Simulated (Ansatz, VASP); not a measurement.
# Sn in VASP and in Ansatz

The input INCAR:

```
SYSTEM = Sn
PREC = Accurate ; ENCUT = 520
EDIFF = 1E-7 ; ISMEAR = -1
SIGMA = 0.05 ; LREAL = .False.
LASPH = .True. ; NELM = 100
ALGO = Normal ; ISIF = 2
LWAVE = .False. ; LCHARG = .False.
GGA = PS ; NBANDS = 21
```

File KPOINTS:

```
Automatic mesh
0
Gamma
  9 9 9
  0 0 0
```

File POSCAR:

```
Sn
1.0
   -2.8801207477      2.8801207477      1.5666540120
    2.8801207477     -2.8801207477      1.5666540120
    2.8801207477      2.8801207477     -1.5666540120
Sn
2
Direct
    0.0000000000      0.0000000000      0.0000000000
    0.7500000000      0.2500000000      0.5000000000
```

File input.yaml:

```yaml
crystal:
  lattice:
    - [-2.8801207477, 2.8801207477, 1.566654012]
    - [2.8801207477, -2.8801207477, 1.566654012]
    - [2.8801207477, 2.8801207477, -1.566654012]
  atoms:
    - { symbol: Sn, position: [0.0, 0.0, 0.0] }
    - { symbol: Sn, position: [0.75, 0.25, 0.5] }
hamiltonian:
  xc: pbesol
  pseudopotentials: { kind: paw }
kpoints:
  mp_grid: { grid: [9, 9, 9] }
scf:
  occupations: { method: fermi_dirac, width: 0.05 }
output:
  forces: true
  stress: true
  eigenvalues: true
```

Change from the starting cell: volume scaled by 0.94.

Alike in both runs: task single point; functional PBEsol; k mesh 9 × 9 × 9; occupations fermi-dirac, width 0.05 eV; no spin polarisation.

```csv
,VASP,Ansatz
version,VASP 6.6.1,Ansatz 0.2.0
potentials or method,"VASP PAW PBE potentials, release 64 (Sn_d)",Ansatz PAW
plane-wave cutoff (eV),520,420
valence electrons in the cell,28,28
```

Ansatz gave:

```
gap on the k mesh at the Fermi level (eV)       : none
pressure (GPa)                                  : 2.1
largest component of the traceless stress (GPa) : 0.51
```

Task: Which values does VASP return?

Result: gap on the k mesh at the Fermi level (eV): none; pressure (GPa): 2.0; largest component of the traceless stress (GPa): 0.50.

A gap of «none» marks a metal or a gap that the smearing closes.

Caveats: the PAW data sets were made with another functional, which shifts forces and pressure a little (VASP); the PAW data sets come from PBE, with cores solved anew for the run's functional, which leaves a small shift of forces and pressure (Ansatz).
